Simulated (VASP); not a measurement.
# PtS2 under strain, part 2 of 2

Aim: follow the gap and pressure of PtS2 through compression, expansion and shear. All runs use LDA. Left out of this account: 1 further run (fields: a reference on another mesh). The start is a cell from a database of measured crystal structures.

VASP 6.6.1; LDA; plane waves and PAW (Pt, S).

Still holding for the runs below: Spin-orbit coupling is off here; with elements this heavy it splits and shifts levels by tenths of an eV or more.

So far, least gap on mesh and path (eV): step 2 (bands, cell as listed) 0.851; step 3 (cell volume +4.0 %) 0.793; step 4 (cell volume +8.0 %) 0.740; step 5 (bands, sheared, principal strains -2.2, -0.4, +2.7 %) 0.421.

### Step 6. Bands, volume times 0.96

The cell is compressed evenly, with fractional positions held.

File INCAR:

```
SYSTEM = PtS2
PREC = Accurate
ENCUT = 400
EDIFF = 1E-06
NELM = 100
ISMEAR = -1
SIGMA = 0.05
LREAL = .FALSE.
ALGO = Normal
GGA = CA
NBANDS = 24
LASPH = .TRUE.
LORBIT = 11
LWAVE = .FALSE.
LCHARG = .FALSE.
KPAR = 4
```

File POSCAR:

```
PtS2
1.0
    3.4953130487      0.0000000000      0.0000000000
   -1.7476565244      3.0270298944      0.0000000000
    0.0000000000      0.0000000000      4.9706997601
Pt S
1 2
Direct
    0.0000000000      0.0000000000      0.0000000000
    0.3333333333      0.6666666667      0.2270000000
    0.6666666667      0.3333333333      0.7730000000
```

File KPOINTS:

```
Automatic mesh
0
Gamma
8 8 5
0 0 0
```

File KPOINTS_OPT:

```
Line mode
16
Line-mode
Reciprocal
  0.00000000   0.00000000   0.00000000 GAMMA
  0.50000000   0.00000000   0.00000000 M

  0.50000000   0.00000000   0.00000000 M
  0.33333333   0.33333333   0.00000000 K

  0.33333333   0.33333333   0.00000000 K
  0.00000000   0.00000000   0.00000000 GAMMA

  0.00000000   0.00000000   0.00000000 GAMMA
  0.00000000   0.00000000   0.50000000 A

  0.00000000   0.00000000   0.50000000 A
  0.50000000   0.00000000   0.50000000 L

  0.50000000   0.00000000   0.50000000 L
  0.33333333   0.33333333   0.50000000 H

  0.33333333   0.33333333   0.50000000 H
  0.00000000   0.00000000   0.50000000 A

  0.50000000   0.00000000   0.50000000 L
  0.50000000   0.00000000   0.00000000 M

  0.33333333   0.33333333   0.00000000 K
  0.33333333   0.33333333   0.50000000 H
```

The projector-augmented-wave data sets are Pt and S (LDA family, release 64).

Run with:

```sh
$ mpirun -np 4 vasp_std
```

The job ended after 23 s (4 MPI ranks of AMD EPYC 7R43, shared host; peak memory 0.56 GiB; 89 s of CPU time).

Numbers from this step:

| Quantity | Value |
| --- | --- |
| irreducible k-points | 40 |
| symmetry operations | 12 |
| free energy (TOTEN) | -18.03 eV |
| Fermi energy | 7.640 eV |
| pressure | 10.89 GPa |
| least gap on mesh and path | 0.9078 eV |
| least direct gap on mesh and path | 0.9414 eV |
| valence top at k | 0.08889, 0.08889, 0 |
| conduction bottom at k | 0, 0.25, 0.2 |
| least direct gap at k | 0, 0.25, 0.2 |

Electronic bands along the path, in eV, zero at the valence-band top; v1 is the highest filled band, c1 the lowest empty one:

```csv
point,v4,v3,v2,v1,c1,c2,c3,c4
Γ,-1.86,-1.15,-1.15,-0.15,2.57,2.57,4.63,5.89
0.53 of the way,-3.23,-1.65,-1.65,-0.82,1.59,2.48,5.37,7.94
M,-3.51,-3.41,-3.19,-2.38,1.82,3.00,5.57,6.39
0.53 of the way,-3.59,-3.20,-2.47,-1.33,1.42,1.72,5.71,7.46
K,-3.91,-2.81,-1.53,-1.53,1.02,1.02,5.66,7.99
0.53 of the way,-3.26,-1.90,-1.67,-0.16,1.47,1.97,6.37,7.01
Γ,-1.86,-1.15,-1.15,-0.15,2.57,2.57,4.63,5.89
0.53 of the way,-2.20,-1.27,-1.27,-0.58,2.85,2.85,4.86,6.87
A,-2.69,-1.35,-1.35,-0.81,3.10,3.10,5.30,7.54
0.47 of the way,-2.98,-1.40,-1.30,-0.69,1.19,2.12,5.60,7.34
L,-3.45,-3.23,-2.84,-1.39,2.16,2.52,5.27,5.42
0.47 of the way,-3.55,-3.51,-2.07,-1.70,1.95,2.62,6.03,6.21
H,-3.79,-3.76,-1.96,-1.96,2.31,2.31,7.49,7.69
0.53 of the way,-3.12,-1.41,-1.26,-0.94,1.00,1.91,6.62,7.01
A,-2.69,-1.35,-1.35,-0.81,3.10,3.10,5.30,7.54
jump to L,-3.45,-3.23,-2.84,-1.39,2.16,2.52,5.27,5.42
0.47 of the way,-3.45,-3.37,-2.95,-1.86,2.33,2.51,4.91,5.95
M,-3.51,-3.41,-3.19,-2.38,1.82,3.00,5.57,6.39
jump to K,-3.91,-2.81,-1.53,-1.53,1.02,1.02,5.66,7.99
0.47 of the way,-3.89,-3.20,-1.75,-1.75,1.58,1.58,6.36,7.94
H,-3.79,-3.76,-1.96,-1.96,2.31,2.31,7.49,7.69
```

Of the projections kept (Pt, S), the largest for each band there; the rest of the weight can lie on other orbitals:

```csv
point,v4,v3,v2,v1,c1,c2,c3,c4
Γ,Pt 0.82,S 0.86,S 0.86,S 1.00,S 0.56,S 0.56,Pt 0.53,S 0.61
M,Pt 1.00,Pt 0.98,S 0.88,Pt 0.70,Pt 0.59,S 0.58,Pt 0.70,Pt 0.66
K,Pt 1.00,S 0.73,Pt 0.63,Pt 0.63,Pt 0.62,Pt 0.62,Pt 0.79,Pt 0.51
Γ,Pt 0.82,S 0.86,S 0.86,S 1.00,S 0.56,S 0.56,Pt 0.53,S 0.61
A,S 0.99,S 0.88,S 0.88,Pt 0.58,S 0.56,S 0.56,Pt 0.75,S 0.52
L,Pt 0.98,S 0.73,Pt 0.81,S 0.87,S 0.53,Pt 0.51,S 0.60,Pt 0.61
```

Force by atom:

```csv
atom,x (eV/Å),y (eV/Å),z (eV/Å),size
Pt1,0.00,0.00,0.00,0.00
S2,0.00,0.00,1.47,1.47
S3,0.00,0.00,-1.47,1.47
```

The gap is 0.91 eV, indirect. That is +0.06 eV from the cell as listed. The pressure is 10.89 GPa.

### Step 7. Bands, volume times 0.92

The cell is scaled evenly once more. A prediction first. A parabola through the 4 pressures of evenly scaled cells so far, P = 3.56 -164.8 t +360 t² GPa with t = ln(V/V₁) and V₁ the volume at scale 1, gives 19.80 GPa at t = -0.0834. A straight line through the gaps, 0.850 -1.43 t eV, gives 0.97 eV.

INCAR is that of step 6.

File POSCAR:

```
PtS2
1.0
    3.4460767291      0.0000000000      0.0000000000
   -1.7230383645      2.9843899908      0.0000000000
    0.0000000000      0.0000000000      4.9006805776
Pt S
1 2
Direct
    0.0000000000      0.0000000000      0.0000000000
    0.3333333333      0.6666666667      0.2270000000
    0.6666666667      0.3333333333      0.7730000000
```

KPOINTS is that of step 6.

KPOINTS_OPT is that of step 6.

Run with:

```sh
$ mpirun -np 4 vasp_std
```

Elapsed: 24 s, on 4 MPI ranks; peak memory 0.56 GiB; 92 s of CPU time.

Numbers from this step:

- free energy (TOTEN): -17.81 eV
- Fermi energy: 8.319 eV
- pressure: 20.11 GPa
- least gap on mesh and path: 0.9591 eV
- least direct gap on mesh and path: 0.9870 eV
- valence top at k: 0, 0.125, 0.2

Electronic bands along the path, in eV, zero at the valence-band top; v1 is the highest filled band, c1 the lowest empty one:

```csv
point,v4,v3,v2,v1,c1,c2,c3,c4
Γ,-1.95,-1.21,-1.21,-0.21,2.69,2.69,4.58,6.26
0.47 of the way,-3.25,-1.57,-1.53,-0.55,1.56,2.51,5.46,8.02
M,-3.73,-3.62,-3.40,-2.43,1.92,3.17,5.70,6.36
0.47 of the way,-3.75,-3.46,-2.77,-1.47,1.58,2.01,5.78,7.39
K,-4.17,-2.96,-1.61,-1.61,1.06,1.06,5.69,8.06
0.53 of the way,-3.43,-2.00,-1.76,-0.15,1.50,2.06,6.47,6.99
Γ,-1.95,-1.21,-1.21,-0.21,2.69,2.69,4.58,6.26
0.47 of the way,-2.25,-1.31,-1.31,-0.50,2.94,2.94,4.70,7.08
A,-2.86,-1.42,-1.42,-0.75,3.28,3.28,5.20,7.52
0.53 of the way,-3.21,-1.50,-1.49,-0.97,1.28,2.12,5.45,7.16
L,-3.66,-3.40,-2.98,-1.46,2.24,2.74,5.16,5.54
0.47 of the way,-3.76,-3.72,-2.19,-1.78,1.99,2.82,6.14,6.15
H,-4.01,-4.01,-2.07,-2.07,2.40,2.40,7.66,7.74
0.47 of the way,-3.37,-1.73,-1.45,-1.32,1.24,1.92,6.86,6.95
A,-2.86,-1.42,-1.42,-0.75,3.28,3.28,5.20,7.52
jump to L,-3.66,-3.40,-2.98,-1.46,2.24,2.74,5.16,5.54
0.53 of the way,-3.66,-3.59,-3.16,-2.02,2.39,2.72,5.02,5.99
M,-3.73,-3.62,-3.40,-2.43,1.92,3.17,5.70,6.36
jump to K,-4.17,-2.96,-1.61,-1.61,1.06,1.06,5.69,8.06
0.47 of the way,-4.15,-3.37,-1.84,-1.84,1.64,1.64,6.43,8.01
H,-4.01,-4.01,-2.07,-2.07,2.40,2.40,7.66,7.74
```

Of the projections kept (Pt, S), the largest for each band there; the rest of the weight can lie on other orbitals:

```csv
point,v4,v3,v2,v1,c1,c2,c3,c4
Γ,Pt 0.81,S 0.85,S 0.85,S 1.00,S 0.56,S 0.56,Pt 0.50,S 0.63
M,Pt 1.00,Pt 0.98,S 0.87,Pt 0.68,Pt 0.61,S 0.58,Pt 0.70,Pt 0.66
K,Pt 1.00,S 0.72,Pt 0.62,Pt 0.62,Pt 0.62,Pt 0.62,Pt 0.82,Pt 0.52
Γ,Pt 0.81,S 0.85,S 0.85,S 1.00,S 0.56,S 0.56,Pt 0.50,S 0.63
A,S 0.99,S 0.87,S 0.87,Pt 0.56,S 0.56,S 0.56,Pt 0.76,Pt 0.99
L,Pt 0.97,S 0.72,Pt 0.79,S 0.87,S 0.53,Pt 0.51,S 0.61,Pt 0.61
```

Force by atom:

```csv
atom,x (eV/Å),y (eV/Å),z (eV/Å),size
Pt1,0.00,0.00,0.00,0.00
S2,0.00,0.00,2.25,2.25
S3,0.00,0.00,-2.25,2.25
```

The gap is 0.96 eV, indirect. The direct gap lies only 0.028 eV higher. That is +0.11 eV from the cell as listed. The pressure is 20.11 GPa. The parabola predicted 19.80 GPa, -0.32 GPa off. The line predicted a gap of 0.97 eV, +0.01 eV off.

### Step 8. Bands, atoms displaced by up to 0.03 Å

The atoms are moved off their sites at random, as a crude picture of disorder.

INCAR is that of step 7.

File POSCAR:

```
PtS2
1.0
    3.5432000000      0.0000000000      0.0000000000
   -1.7716000000      3.0685012107      0.0000000000
    0.0000000000      0.0000000000      5.0388000000
Pt S
1 2
Direct
    0.0087540000      0.0063790000      0.0003440000
    0.3370360000      0.6648930000      0.2231620000
    0.6658420000      0.3301000000      0.7725840000
```

KPOINTS is that of step 7.

KPOINTS_OPT is that of step 7.

Run with:

```sh
$ mpirun -np 4 vasp_std
```

Wall time 53 s (4 MPI ranks); peak memory 1 GiB.

This step gave:

```yaml
irreducible_k_points: 162
symmetry_operations: 1
free_energy_toten: -18.10 eV
fermi_energy: 7.019 eV
pressure: 4.371 GPa
least_gap_on_mesh_and_path: 0.8369 eV
least_direct_gap_on_mesh_and_path: 0.8862 eV
valence_top_at_k: 0.08889, 0.08889, 0
conduction_bottom_at_k: 0.25, -0.25, 0.2
least_direct_gap_at_k: 0.25, -0.25, 0.2
```

The electronic bands at the labelled points (eV, zero at the valence-band top; v1 is the highest filled band, c1 the lowest empty one):

```csv
point,v4,v3,v2,v1,c1,c2,c3,c4
Γ,-1.77,-1.13,-1.09,-0.14,2.46,2.50,4.68,5.56
0.47 of the way,-3.00,-1.43,-1.39,-0.49,1.48,2.29,5.50,7.45
M,-3.34,-3.29,-3.00,-2.32,1.78,2.83,5.43,6.39
0.47 of the way,-3.40,-3.13,-2.48,-1.41,1.47,1.84,5.61,7.43
K,-3.71,-2.68,-1.52,-1.45,0.97,1.02,5.66,7.90
0.47 of the way,-3.22,-2.09,-1.81,-0.23,1.26,1.98,6.11,7.26
Γ,-1.77,-1.13,-1.09,-0.14,2.46,2.50,4.68,5.56
0.53 of the way,-2.06,-1.23,-1.20,-0.61,2.71,2.75,4.92,6.53
A,-2.52,-1.31,-1.29,-0.85,2.93,2.96,5.36,7.22
0.47 of the way,-2.89,-1.32,-1.24,-0.70,1.14,2.03,5.57,7.22
L,-3.32,-3.12,-2.72,-1.35,2.08,2.33,5.35,5.39
0.47 of the way,-3.41,-3.36,-1.99,-1.63,1.89,2.46,5.92,6.28
H,-3.60,-3.54,-1.90,-1.85,2.16,2.25,7.25,7.69
0.53 of the way,-3.02,-1.38,-1.17,-0.93,0.96,1.87,6.43,6.94
A,-2.52,-1.31,-1.29,-0.85,2.93,2.96,5.36,7.22
jump to L,-3.32,-3.12,-2.72,-1.35,2.08,2.33,5.35,5.39
0.53 of the way,-3.32,-3.26,-2.83,-1.91,2.14,2.48,4.94,6.05
M,-3.34,-3.29,-3.00,-2.32,1.78,2.83,5.43,6.39
jump to K,-3.71,-2.68,-1.52,-1.45,0.97,1.02,5.66,7.90
0.53 of the way,-3.69,-3.12,-1.75,-1.69,1.61,1.68,6.45,7.84
H,-3.60,-3.54,-1.90,-1.85,2.16,2.25,7.25,7.69
```

Of the projections kept (Pt, S), the largest for each band there; the rest of the weight can lie on other orbitals:

```csv
point,v4,v3,v2,v1,c1,c2,c3,c4
Γ,Pt 0.81,S 0.85,S 0.86,S 1.00,S 0.55,S 0.55,Pt 0.55,S 0.59
M,Pt 0.89,Pt 0.94,S 0.82,Pt 0.72,Pt 0.58,S 0.58,Pt 0.70,Pt 0.65
K,Pt 1.00,S 0.74,Pt 0.63,Pt 0.63,Pt 0.61,Pt 0.61,Pt 0.77,Pt 0.51
Γ,Pt 0.81,S 0.85,S 0.86,S 1.00,S 0.55,S 0.55,Pt 0.55,S 0.59
A,S 0.99,S 0.87,S 0.88,Pt 0.60,S 0.55,S 0.55,Pt 0.73,Pt 0.50
L,Pt 0.98,S 0.68,Pt 0.81,S 0.87,S 0.53,Pt 0.51,Pt 0.61,S 0.57
```

Force by atom:

```csv
atom,x (eV/Å),y (eV/Å),z (eV/Å),size
Pt1,-0.21,-0.54,-0.25,0.63
S2,0.01,0.25,1.06,1.09
S3,0.19,0.28,-0.81,0.88
```

The gap is 0.84 eV, indirect. That is -0.01 eV from the cell as listed. The pressure is 4.37 GPa, and the symmetry operations fall from 12 to 1.

### Step 9. The runs together

| cell | mesh | pressure (GPa) | gap (eV) | direct gap (eV) |
| --- | --- | --- | --- | --- |
| cell as listed | 8×8×5 | 3.53 | 0.851 | 0.900 |
| volume times 1.04 | 8×8×5 | -2.33 | 0.793 | 0.861 |
| volume times 1.08 | 8×8×5 | -7.00 | 0.740 | 0.826 |
| sheared, principal strains -2.2, -0.4, +2.7 % | 8×8×5 | 2.93 | 0.421 | 0.723 |
| volume times 0.96 | 8×8×5 | 10.89 | 0.908 | 0.941 |
| volume times 0.92 | 8×8×5 | 20.11 | 0.959 | 0.987 |
| atoms displaced by up to 0.03 Å | 8×8×5 | 4.37 | 0.837 | 0.886 |

### Step 10. Outcome

| Quantity | Value |
| --- | --- |
| gap, cell as listed | 0.851 eV |
| gap, volume times 1.04 | 0.793 eV |
| gap, volume times 1.08 | 0.740 eV |
| gap, sheared, principal strains -2.2, -0.4, +2.7 % | 0.421 eV |
| gap, volume times 0.96 | 0.908 eV |
| gap, volume times 0.92 | 0.959 eV |
| gap, atoms displaced by up to 0.03 Å | 0.837 eV |
| bulk modulus at the listed volume, shape and positions held | 166 GPa |
| volume deformation potential of the gap | -1.43 eV |

What this shows: At the listed volume the gap of PtS2 changes by -1.43 eV per unit of ln V, its volume deformation potential under even scaling. A real pressure also changes the shape of this cell, so no pressure coefficient follows. The band edges move to other points at some volumes, which this slope leaves out. The slope of pressure against ln V at the listed volume gives a bulk modulus of 166 GPa at fixed shape and positions, an upper bound since the atoms bear forces. With sheared, principal strains -2.2, -0.4, +2.7 %, the gap on the common mesh moves by -0.29 eV. With atoms displaced by up to 0.03 Å, the least gap on mesh and path moves by -0.01 eV. A cell with a path of its own may have its gap from unlike samples: sheared, principal strains -2.2, -0.4, +2.7 %. The atoms were not relaxed in the changed cells. Spin-orbit coupling is left out, and with elements this heavy it would split and shift bands near the edges, and it can change the kind of a small gap.

[Lines on the potential files, build, host, timing and source positions are cut from VASP's logs without a mark.]

[Logs are printed without paths, hosts, clocks, repeated set-up lines and the standing remarks that a program may print on its own settings, such as how far it seeks lower states.]

[Hosts, paths, dates, database ids (printed as entryN), source tags and the programs' standing remarks are cut or masked in the printed files.]

[A measured line is paired with the nearest computed mode of its activity, which favours agreement.]
